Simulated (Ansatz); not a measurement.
Results of PBEsol (plane waves, PAW; Ansatz, an electronic-structure program) for cubic perovskite BaSnO3.

Settings: plane-wave cutoff 520 eV, 6×6×6 k mesh, scalar-relativistic PAW data made under PBE.

Computed at the level's own relaxed cell.

```xyz
5
Lattice="4.1219 0.0000 0.0000 0.0000 4.1219 0.0000 0.0000 0.0000 4.1219" Properties=species:S:1:pos:R:3 pbc="T T T"
Ba     0.0000     0.0000     0.0000
Sn     2.0610     2.0610     2.0610
O      2.0610     0.0000     2.0610
O      0.0000     2.0610     2.0610
O      2.0610     2.0610     0.0000
```

Problem. Give the elastic tensor (Voigt notation, GPa, ions relaxed, in the Cartesian axes of the cell as printed).

Solution. 
```
  284.2    84.8    84.8     0.0     0.0     0.0
   84.8   284.2    84.8     0.0     0.0     0.0
   84.8    84.8   284.2     0.0     0.0     0.0
    0.0     0.0     0.0    94.7     0.0     0.0
    0.0     0.0     0.0     0.0    94.7     0.0
    0.0     0.0     0.0     0.0     0.0    94.7
```

Computed values are for the static lattice.
